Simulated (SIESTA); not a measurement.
Input of a SIESTA 5.4.2 run:

File Ge.fdf:

```
SystemName                      Germanium
SystemLabel                     Ge
NumberOfSpecies                 1
NumberOfAtoms                   2
%block ChemicalSpeciesLabel
  1  32 Ge
%endblock ChemicalSpeciesLabel

LatticeConstant                 1.0 Ang
%block LatticeVectors
     0.0000000000     2.8289100000     2.8289100000
     2.8289100000     0.0000000000     2.8289100000
     2.8289100000     2.8289100000     0.0000000000
%endblock LatticeVectors
AtomicCoordinatesFormat         Fractional
%block AtomicCoordinatesAndAtomicSpecies
     0.7500000000     0.7500000000     0.7500000000  1  Ge
     0.5000000000     0.5000000000     0.5000000000  1  Ge
%endblock AtomicCoordinatesAndAtomicSpecies

%block kgrid.MonkhorstPack
    6   0   0  0.0
    0   6   0  0.0
    0   0   6  0.0
%endblock kgrid.MonkhorstPack
XC.Functional                   LDA
XC.Authors                      PW92
PAO.BasisSize                   DZP
PAO.EnergyShift                 0.003 Ry
Mesh.Cutoff                     800 Ry
OccupationFunction              FD
ElectronicTemperature           0.05 eV
MaxSCFIterations                120
SCF.MustConverge                false
SCF.Mixer.Method                Pulay
SCF.Mixer.Weight                0.25
SCF.Mixer.History               8
SCF.DM.Tolerance                5.0e-05
SCF.H.Tolerance                 1.0e-03 eV
WriteForces                     true
Charge.Mulliken                 end
Siesta2Wannier90.WriteMmn       true
Siesta2Wannier90.WriteAmn       true
Siesta2Wannier90.WriteEig       true
Siesta2Wannier90.NumberOfBands  14
%block PAO.Basis
  Ge 4
  n=4 0 2
    5.960 0.000
  n=4 1 2
    8.098 0.000
  n=3 2 2
    3.189 0.000
  n=4 2 1
    8.098
%endblock PAO.Basis
```

Contents of Ge.win:

```
num_wann = 4
num_bands = 4
exclude_bands = 1-10
num_iter = 2000
num_cg_steps = 50
precond = true
conv_tol = 1.0e-7
conv_window = 5
num_print_cycles = 50
guiding_centres = true

begin unit_cell_cart
ang
   0.0000000000     2.8289100000     2.8289100000
   2.8289100000     0.0000000000     2.8289100000
   2.8289100000     2.8289100000     0.0000000000
end unit_cell_cart

begin atoms_frac
Ge    0.7500000000     0.7500000000     0.7500000000
Ge    0.5000000000     0.5000000000     0.5000000000
end atoms_frac

begin projections
f=0.62500,0.62500,0.62500:s
f=0.62500,1.12500,0.62500:s
f=0.62500,0.62500,1.12500:s
f=1.12500,0.62500,0.62500:s
end projections

mp_grid = 5 5 5
begin kpoints
   0.0000000000     0.0000000000     0.0000000000
   0.0000000000     0.0000000000     0.2000000000
   0.0000000000     0.0000000000     0.4000000000
   0.0000000000     0.0000000000     0.6000000000
   0.0000000000     0.0000000000     0.8000000000
   0.0000000000     0.2000000000     0.0000000000
[... 117 lines left out ...]
   0.8000000000     0.8000000000     0.6000000000
   0.8000000000     0.8000000000     0.8000000000
end kpoints
```

Potentials or basis: PseudoDojo 0.4 standard (LDA files), DZP (energy shift 0.003 Ry; two zetas on semicore shells).

Launch:

```bash
$ wannier90.x -pp Ge
$ siesta < Ge.fdf > Ge.out 2>&1
$ wannier90.x Ge
```

Q: Estimate the total Wannier spread.

A: 8.79 Å² over 4 functions.

Q: Predict the band gap on the k mesh.

A: None (metal or under the smearing width).

Q: Estimate the pressure.

A: -0.2 GPa.

Wannier centres (Å) and spreads (Å²):
```
function      x      y      z  spread
       1  3.527  3.527  3.526   2.198
       2  4.942  3.545  4.940   2.198
       3  4.959  4.959  3.526   2.198
       4  3.545  4.942  4.940   2.198
```

Caveat: the cell is metallic, so the lowest bands form no isolated group; the basis of atomic orbitals isn't converged, which shifts pressures, moduli and gaps.

**Measured values to compare with.**

From “Electronic and optical properties of SixGe1-x-ySny alloys lattice-matched to Ge”, 2021, arxiv:2109.02782, for a bulk crystal of Ge at 293 K: band gap 0.666 eV (indirect).

Against the measured gap of Ge, 0.666 eV (indirect; 293 K; “Electronic and optical properties of SixGe1-x-ySny alloys lattice-matched to Ge”, 2021, arxiv:2109.02782), the calculated 0.00 eV is off by -0.67 eV. 3 values of this kind are on record (0.666 to 0.807 eV); this one was drawn at random among those near their median. Spin-orbit coupling on Ge is left out. The value is that of LDA in an atomic basis (PseudoDojo 0.4 standard (LDA files), DZP (energy shift 0.003 Ry; two zetas on semicore shells)), whose error adds to the functional's, on a finite k mesh, which can miss the band edges, without temperature or zero-point motion. Semilocal functionals fall short of measured gaps as a rule.
